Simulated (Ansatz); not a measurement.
# HfO2: the cost of one run

Computed with Ansatz 0.2.0 (DFT, PBE, plane-wave PAW, default files, scalar-relativistic, frozen cores, unless a step's input says otherwise).

### Step 1. Starting point

The structure is monoclinic, space group P2_1/c (No. 14). The conventional cell has a = 5.118 Å, b = 5.186 Å, c = 5.284 Å, α = 90.00°, β = 99.35°, γ = 90.00°. Hf (site symmetry 1) has 7 O at 2.03 to 2.25 Å as nearest neighbours. O (site symmetry 1) is surrounded by 4 Hf at 2.14 to 2.25 Å. O (site symmetry 1) has 3 Hf at 2.03 to 2.12 Å as nearest neighbours.

As a file:

```
Hf O
1.0
     5.11800    0.00000    0.00000
     0.00000    5.18570    0.00000
    -0.85866    0.00000    5.21387
Hf O
4 8
Direct
  0.27550 0.03970 0.20800
  0.72450 0.53970 0.29200
  0.72450 0.96030 0.79200
  0.27550 0.46030 0.70800
  0.44870 0.75810 0.48010
  0.55130 0.25810 0.01990
  0.55130 0.24190 0.51990
  0.44870 0.74190 0.98010
  0.07420 0.33160 0.34670
  0.92580 0.83160 0.15330
  0.92580 0.66840 0.65330
  0.07420 0.16840 0.84670
```

The earlier run gave: gap on the mesh 4.15 eV, largest force 0.482 eV/Å, pressure 5.9 GPa.

The printed gradients, by site:

| site | atoms | first shell | V_zz (10²¹ V/m²) | η | C_Q (MHz) |
| --- | --- | --- | --- | --- | --- |
| Hf | 1, 2, 3, 4 | 7 O at 2.03–2.25 Å | 11.42 | 0.56 | 929 (¹⁷⁷Hf) |
| O5 | 5, 6, 7, 8 | 4 Hf at 2.14–2.25 Å | 1.04 | 0.81 | -0.642 (¹⁷O) |
| O9 | 9, 10, 11, 12 | 3 Hf at 2.03–2.12 Å | 1.31 | 0.75 | -0.809 (¹⁷O) |

Conventions: |V_zz| ≥ |V_yy| ≥ |V_xx|, η = (V_xx − V_yy)/V_zz, C_Q = eQV_zz/h. Q values from Pyykkö, Mol. Phys. 116, 1328 (2018).

### Step 2. Z stretched by -3 %, ions relaxed

input.yaml

```yaml
crystal:
  lattice:
    - [5.118, 0.0, 0.0]
    - [0.0, 5.1857, 0.0]
    - [-0.8586630598, 0.0, 5.0574511264]
  atoms:
    - { symbol: Hf, position: [0.2767004774, 0.0418817549, 0.2081303359] }
    - { symbol: Hf, position: [0.7232995226, 0.5418817549, 0.2918696641] }
    - { symbol: Hf, position: [0.7232995226, 0.9581182451, 0.7918696641] }
    - { symbol: Hf, position: [0.2767004774, 0.4581182451, 0.7081303359] }
    - { symbol: O, position: [0.4465505726, 0.7583834989, 0.4802727126] }
    - { symbol: O, position: [0.5534494274, 0.2583834989, 0.0197272874] }
    - { symbol: O, position: [0.5534494274, 0.2416165011, 0.5197272874] }
    - { symbol: O, position: [0.4465505726, 0.7416165011, 0.9802727126] }
    - { symbol: O, position: [0.0726429475, 0.3392540273, 0.3389441099] }
    - { symbol: O, position: [0.9273570525, 0.8392540273, 0.1610558901] }
    - { symbol: O, position: [0.9273570525, 0.6607459727, 0.6610558901] }
    - { symbol: O, position: [0.0726429475, 0.1607459727, 0.8389441099] }
kpoints:
  mp_grid: { grid: [6, 6, 6] }
scf:
  occupations: { method: fermi_dirac, width: 0.02 }
hamiltonian:
  xc: pbe
  pseudopotentials: { kind: paw, frozen_core: stored }
output:
  forces: true
  stress: true
  populations: true
  efg: { quadrupole_moments_barn: { Hf: 3.365, O: -0.02558 } }
relax:
  f_tol: 0.02
  max_steps: 60
```

Run with:

```bash
> ansatz run input.yaml --threads 4 --pin off --max-ram 8192MiB --backend cpu --events-out ev --progress --plain --runs-dir out
```

Q: Estimate wall time and peak memory on 4 threads of Intel Xeon Platinum 8375C at 2.90GHz (Ice Lake), shared host.

About 52 s, with a peak of 1.2 GiB.
